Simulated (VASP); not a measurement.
Runs of VASP 6.6.1 on HfB2. Symmetry: P6/mmm, No. 191, hexagonal system. The conventional cell has a = 3.140 Å, b = 3.140 Å, c = 3.480 Å, α = 90.00°, β = 90.00°, γ = 120.00°. Hf (site symmetry 6/mmm) has 12 B at 2.51 Å as nearest neighbours. B (site symmetry -6m2) is surrounded by 3 B at 1.81 Å. 

```tsv
level	U	gap on the mesh (eV)	pressure (GPa)
LDA+U	Hf d U = 8 eV	none	(b)
LDA+U	Hf d U = 2 eV	none	-4.1
LDA	-	none	-9.7
LDA+U	Hf d U = 6 eV	none	(a)
LDA+U	Hf d U = 3 eV	none	-1.2
```

Alike in all rows: task single point; potentials or basis VASP PAW LDA potentials, release 64 (Hf_pv, B); no spin polarisation; cell as given; k mesh 10 × 10 × 8; cutoff (eV) 520; smearing fermi-dirac 0.05 eV.

**Question.** Estimate the missing entries.

**Answer.** (a) 7.9; (b) 14.2.

Caveats: U without spin polarisation on a metal has little footing (some runs); the U is typed as a test and isn't derived for this compound (some runs).

A k mesh can miss the band edges, and the runs leave out spin-orbit coupling on Hf.

A gap of «none» marks a metal or a gap under the smearing width.
